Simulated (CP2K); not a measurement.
## BN in CP2K: the effect of functional

Crystal: BN.

```
N B
1.0
     2.49824    0.00000    0.00000
    -1.24912    2.16354    0.00000
     0.00000    0.00000    6.63570
N B
2 2
Direct
  0.66667 0.33333 0.25000
  0.33333 0.66667 0.75000
  0.66667 0.33333 0.75000
  0.33333 0.66667 0.25000
```

Alike in all runs:

| Item | Value |
| --- | --- |
| Program | CP2K 2026.2 |
| Task | band structure |
| Potentials or basis | POTENTIAL_UZH N GTH-PBE-q5, B GTH-PBE-q3; TZVP-MOLOPT-PBE-GTH basis |
| Density cutoff | 9184 eV |
| k mesh | 12 × 12 × 4 |
| Occupations | fermi-dirac, width 0.05 eV |
| Spin | no spin polarisation |

Task: One run gave: gap on the mesh 4.50 eV; pressure 1.4 GPa. Which functional did it use?
A. RPBE
B. LDA
C. MS2
D. optB88-vdW
E. BEEF-vdW

Result: E.

| functional | gap on the mesh (eV) | pressure (GPa) |
| --- | --- | --- |
| LDA | 4.09 | 3.8 |
| PBEsol | 4.17 | 4.2 |
| RPBE | 4.40 | 6.3 |
| BEEF-vdW | 4.50 | 1.4 |
| optB88-vdW | 4.36 | 3.9 |
| MS2 | 4.74 | 0.9 |

Caveats: the potentials were made for another functional, which shifts forces and pressure; the basis of atomic orbitals isn't converged, which shifts pressures, moduli and gaps; this functional lacks dispersion, which binds the layers, so the pressure and a relaxed spacing across them are unreliable (some runs).

Runs at the PBE level aren't shown here.
